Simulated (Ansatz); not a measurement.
# TaN: the cost of one run

Method: DFT r²SCAN+U (U_eff = 3 eV on Ta d), plane waves, PAW, no spin–orbit coupling unless a run says so, in Ansatz 0.2.0.

### Step 1. The structure to begin with

It takes space group Fm-3m (No. 225, cubic). Conventional cell: a = 4.358 Å, b = 4.358 Å, c = 4.358 Å, α = 90.00°, β = 90.00°, γ = 90.00°. Ta (site symmetry m-3m) is surrounded by 6 N at 2.18 Å. N (site symmetry m-3m) has 6 Ta at 2.18 Å in its first shell of neighbours.

As a file:

```xyz
2
Lattice="0.0000 2.1790 2.1790 2.1790 0.0000 2.1790 2.1790 2.1790 0.0000" Properties=species:S:1:pos:R:3 pbc="T T T"
Ta    2.1790    2.1790    2.1790
N     0.0000    0.0000    0.0000
```

An earlier series on this cell reached its lowest free state from «ferromagnetic start, free, natural orbitals of the symmetric run filled by rank», perhaps among other starts.

### Step 2. Total moment locked, 2.20 μB per cell

input.yaml reads:

```yaml
crystal:
  lattice:
    - [0.0, 2.17900131, 2.17900131]
    - [2.17900131, 0.0, 2.17900131]
    - [2.17900131, 2.17900131, 0.0]
  atoms:
    - { symbol: Ta, position: [0.5, 0.5, 0.5], spin: 2.2 }
    - { symbol: "N", position: [0.0, 0.0, 0.0] }
basis:
  ecutwfc: 500
  ecutrho_ratio: 4
kpoints:
  mp_grid: { grid: [7, 7, 7] }
hamiltonian:
  xc: r2scan
  hubbard:
    sites:
      - { site: 0, l: d, u_eff: 3.0, starting_ns: [{ spin: up, occupation_matrix: s0up }, { spin: down, occupation_matrix: s0down }] }
    occupation_matrices:
      s0up:
        matrix:
          - [0.02, 0.0, 0.0, 0.0, 0.0]
          - [0.0, 0.02, 0.0, 0.0, 0.0]
          - [0.0, 0.0, 0.97, 0.0, 0.0]
          - [0.0, 0.0, 0.0, 0.02, 0.0]
          - [0.0, 0.0, 0.0, 0.0, 0.97]
      s0down:
        matrix:
          - [0.02, 0.0, 0.0, 0.0, 0.0]
          - [0.0, 0.02, 0.0, 0.0, 0.0]
          - [0.0, 0.0, 0.02, 0.0, 0.0]
          - [0.0, 0.0, 0.0, 0.02, 0.0]
          - [0.0, 0.0, 0.0, 0.0, 0.02]
    ns_hold: { iters: 8 }
scf:
  occupations: { method: gaussian, width: 0.05 }
  lower_state_search: "off"
  max_iter: 150
output:
  forces: true
  stress: true
  eigenvalues: true
  populations: true
  hubbard: { sites: [{ site: 0, l: d }] }
magnetization:
  spin_polarized: true
  initial_magnetization: 2.2
  spin_locking: { lock_magnetization: hard }
```

The typed matrices put 0.97 on the chosen orbitals and 0.02 on the others, and are held for 8 cycles. The lock stays on to the end, so the result is a constrained state unless its moments die out.

On the command line:

```sh
$ ansatz run input.yaml --threads 2 --pin off --max-ram 3072MiB --backend cpu --events-out ev --progress --plain --runs-dir out
```

What time and memory should one allow on 2 threads of Arm Neoverse V2, shared host?

About 15 s, with a peak of 0.4 GiB.
